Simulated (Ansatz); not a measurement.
# TaAs, before and after

A trial structure of TaAs was built thus: random cell by space group and Wyckoff sites (Cmm2, No. 35). Lengths were set from tabulated atomic sizes, so they are only a guess.

start.cif

```cif
data_structure
_symmetry_space_group_name_H-M 'P 1'
_symmetry_Int_Tables_number 1
_cell_length_a 3.5448
_cell_length_b 3.5448
_cell_length_c 6.0689
_cell_angle_alpha 90.000
_cell_angle_beta 90.000
_cell_angle_gamma 101.567
_cell_volume 74.71
loop_
_atom_site_label
_atom_site_type_symbol
_atom_site_fract_x
_atom_site_fract_y
_atom_site_fract_z
_atom_site_occupancy
Ta1 Ta 0.00000 0.50000 0.84950 1
Ta2 Ta 0.50000 0.00000 0.84950 1
As1 As 0.00000 0.00000 0.75244 1
As2 As 0.50000 0.50000 0.39377 1
```

Theory: DFT PBE, scalar-relativistic, plane waves, PAW in Ansatz. Cutoff 420 eV, Gaussian smearing, Γ-centred meshes. Cell and atoms relax first on a coarse mesh and then on a finer one. In between, the cell is made exact in the group found at 0.06 Å. In metals the finer mesh still leaves noise of several meV/atom or more. The steps can't lower the symmetry of their start. No spin polarisation.

end.cif

```cif
data_structure
_symmetry_space_group_name_H-M 'P 1'
_symmetry_Int_Tables_number 1
_cell_length_a 4.1819
_cell_length_b 4.1819
_cell_length_c 6.0479
_cell_angle_alpha 90.000
_cell_angle_beta 90.000
_cell_angle_gamma 90.000
_cell_volume 105.77
loop_
_atom_site_label
_atom_site_type_symbol
_atom_site_fract_x
_atom_site_fract_y
_atom_site_fract_z
_atom_site_occupancy
Ta1 Ta 0.50000 0.50000 0.50000 1
Ta2 Ta 0.00000 0.00000 0.50000 1
As1 As 0.50000 0.00000 0.24480 1
As2 As 0.00000 0.50000 0.75520 1
```

The symmetry goes from Cmm2 (No. 35) to P4/nmm (No. 129). The end has the anti-litharge type. The volume per atom grows by 41.6 %, from 18.7 to 26.4 Å³. The shortest distance goes from 1.87 Å (Ta–As) to 2.60 Å (Ta–As). The energy falls by about 7.3 eV/atom (the start's value is from the coarse mesh). The end is written in a standard setting, so origin, axes and order of atoms can differ from the start's.

* Volume per atom: 26.4 Å³
* Density: 8.0 g/cm³
* Energy over the elements: +0.10 eV/atom
* Gap on the 12×12×8 mesh of the 4-atom cell: 0 eV (a metal)

Energies over the elements count from the elements' standard structures at the same level, with no fitted energy shifts. It can't be a ground state, since the elements alone are lower.

The last run used Gaussian smearing of 0.10 eV. Weakly bound directions are ill-defined at this level, which has no dispersion term. These runs have no spin–orbit coupling, which can matter for Ta. The reference form of As is held partly by dispersion forces, which this level lacks. A structure relaxed within its symmetry needn't be a true minimum. In all, the 3 runs took 2.8 min on 1 thread of Intel(R) Xeon(R) 6975P-C (Granite Rapids) (shared host).
